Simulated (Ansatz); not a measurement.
Rows from a G0W0 calculation on Sc on the Ga site in GaP (32-atom cell) (Ansatz 0.2.0; G0W0 on LDA, plane waves, PAW; 2×2×2 mesh, 1255 empty bands, screening to 130 eV), in eV. Spin-orbit coupling is left out.

```
row  k  band  start       Σx  Σc at the solution      Vxc
  A  Γ    c1  8.104   -8.325              -4.604  -13.628
  B  Γ    c3  8.353   -7.292              -3.781  -11.395
  C  Γ    v4  5.909  -16.648               1.650  -14.787
  D  Γ    v1  6.785  -16.951               1.172  -15.575
```

Question: Work out each quasiparticle level and how far it moved.

The quasiparticle equation reads E = start + Σx + Σc(E) − Vxc.

```csv
row,E (eV),shift (eV)
A,8.803,+0.699
B,8.675,+0.322
C,5.698,−0.211
D,6.582,−0.203
```

Limits: not at the basis limit; no spin-orbit coupling.

[Paths, hosts, dates, memory and timing lines, banners, echoed tables and standing remarks are left out of the program output.]

[Logs are printed without paths, hosts, clocks, repeated set-up lines and the standing remarks that a program may print on its own settings, such as how far it seeks lower states.]

[Runs of the session that timed out or met a known fault of the program may be left out.]

[Cells called generated may have been cut or substituted from an entry of the Crystallography Open Database or the Materials Project.]

[Hosts, paths, dates, database ids (printed as entryN), source tags and the programs' standing remarks are cut or masked in the printed files.]
